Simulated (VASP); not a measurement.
Wanted: the native input for a VASP 6.6.1 run.

```
Task                   : single point
Functional             : r2SCAN
Potentials or basis    : VASP PAW PBE potentials, release 64 (Pb_d, Te)
Cutoff                 : 520 eV
k mesh                 : 6 × 6 × 4
Occupations            : gaussian, width 0.01 eV
Spin                   : no spin polarisation
Dipole correction      : no
Further INCAR settings : ALGO = Normal; EDIFF = 1e-06; NBANDS = 28
```

TePb:

```
Pb Te
1.0
     4.54395    0.00000    0.00000
    -2.27198    3.93518    0.00000
     0.00000    0.00000    8.37753
Pb Te
2 2
Direct
  0.00000 0.00000 0.00000
  0.00000 0.00000 0.50000
  0.33333 0.66667 0.25000
  0.66667 0.33333 0.75000
```

The cell was built by a generator and needn't be a form met in nature.

The cell isn't the ideal one: uniaxial_z strain +5.7%.

One way to write it, as run:

POSCAR

```
TePb
1.0
    4.5439515437      0.0000000000      0.0000000000
   -2.2719757718      3.9351774704      0.0000000000
    0.0000000000      0.0000000000      8.3775321291
Pb Te
2 2
Direct
    0.0000000000      0.0000000000      0.0000000000
    0.0000000000      0.0000000000      0.5000000000
    0.3333333333      0.6666666667      0.2500000000
    0.6666666667      0.3333333333      0.7500000000
```

INCAR.step1

```
PREC = Accurate
ENCUT = 520
ISMEAR = 0
SIGMA = 0.01
LREAL = F
LASPH = T
NELM = 100
NBANDS = 28
GGA = PE
ALGO = Normal
EDIFF = 1E-4
LWAVE = T
LCHARG = F
```

INCAR.step2

```
PREC = Accurate
ENCUT = 520
EDIFF = 1E-6
ISMEAR = 0
SIGMA = 0.01
LREAL = F
LASPH = T
NELM = 100
ALGO = Normal
ISIF = 2
LWAVE = F
LCHARG = F
METAGGA = R2SCAN
LMIXTAU = T
NBANDS = 28
ISTART = 1
```

KPOINTS

```
regular mesh
0
Gamma
  6 6 4
```

Potentials or basis: VASP PAW PBE potentials, release 64 (Pb_d, Te).

Run with:

```console
$ cat potpaw_PBE.64/Pb_d/POTCAR potpaw_PBE.64/Te/POTCAR > POTCAR
$ cp INCAR.step1 INCAR
$ mpirun -np 1 vasp_std > vasp.out
$ cp INCAR.step2 INCAR
$ mpirun -np 1 vasp_std > vasp.out
```

Results of the run:

```yaml
Pressure: -2.3 GPa
Band_gap_on_the_k_mesh: 0.45 eV, indirect (least direct gap 0.86 eV)
```

Caveat: the PAW data sets were made with another functional, which shifts forces and pressure a little; spin-orbit coupling is left out, which as a rule narrows the gap of such compounds by several tenths of an eV.

Wall time 3.6 min on 1 thread of Intel(R) Xeon(R) Platinum 8488C (Sapphire Rapids), with other jobs on the host, peak memory 0.35 GiB.
